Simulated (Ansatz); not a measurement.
All numbers below come from Ansatz, DFT PBE, scalar-relativistic, plane waves, PAW. All cells share a 420 eV cutoff and Γ-centred k meshes spaced at most about 0.3 Å⁻¹ (about 0.25 or finer for metals, 2π included). No spin polarisation.

All energies are static (0 K, no zero-point motion).

Compare these two cells of AlH, each relaxed at this level.

1.

```xyz
4
Lattice="0.0000 3.1748 3.7731 2.3761 0.0000 3.7731 2.3761 3.1748 0.0000" Properties=species:S:1:pos:R:3 pbc="T T T"
Al    2.3761    3.1748    2.4423
Al    2.3761    3.1748    5.1040
H     2.3761    4.3195    3.7731
H     2.3761    2.0301    3.7731
```

2.

```xyz
4
Lattice="1.3958 -5.3593 0.0000 1.3958 5.3593 0.0000 0.0000 0.0000 2.7259" Properties=species:S:1:pos:R:3 pbc="T T T"
Al    1.3958    1.5868    2.0444
Al    1.3958   -1.5868    0.6815
H     1.3958    4.4406    2.0444
H     1.3958   -4.4406    0.6815
```

Problem. Which would you expect to be lower, and how large is the difference?

Solution. Cell 1 is lower, by 137 meV/atom. Cell 1 has space group Fmmm (No. 69), 14.2 Å³/atom and no gap on its mesh; cell 2 has space group Cmcm (No. 63), 10.2 Å³/atom and no gap. Counting H atoms around Al (those within 1.25 times the shortest such distance or 1.15 times the sum of covalent radii), cell 1 has Al 2 and cell 2 has Al 4. Even the lower one lies +0.22 eV/atom against the reference forms of the elements (uncorrected), so neither is stable at this level. Both come from invented guesses.

Weakly bound directions are ill-defined at this level, which has no dispersion term (Fmmm, Cmcm), and this can change margins and order among such cells. With hydrogen, zero-point motion can shift such differences by 10 meV/atom or more. Cells relaxed within their symmetry can be saddle points.
